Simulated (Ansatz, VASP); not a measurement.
One calculation of ZnS, two programs

```xyz
2
Lattice="0.0000 2.6941 2.6941 2.6941 0.0000 2.6941 2.6941 2.6941 0.0000" Properties=species:S:1:pos:R:3 pbc="T T T"
Zn    1.3470    1.3470    1.3470
S     0.0000    0.0000    0.0000
```

Alike in both runs: task single point; functional LDA; k mesh 8 × 8 × 8; no spin polarisation.

```csv
,VASP,Ansatz
version,VASP 6.6.1,Ansatz 0.2.0
potentials or method,"VASP PAW LDA potentials, release 64 (Zn, S)","plane waves, PAW"
plane-wave cutoff (eV),520,420
occupations,"gaussian, width 0.01 eV",fixed
valence electrons in the cell,18,18
```

VASP gave:

* gap on the k mesh at the Fermi level (eV): 1.93
* pressure (GPa): -3.8

Task: What did Ansatz give for the same quantities?

Result: gap on the k mesh at the Fermi level (eV): 1.90; pressure (GPa): -4.0.

Expect the measured gap to be larger: semilocal functionals such as LDA lack the derivative discontinuity.
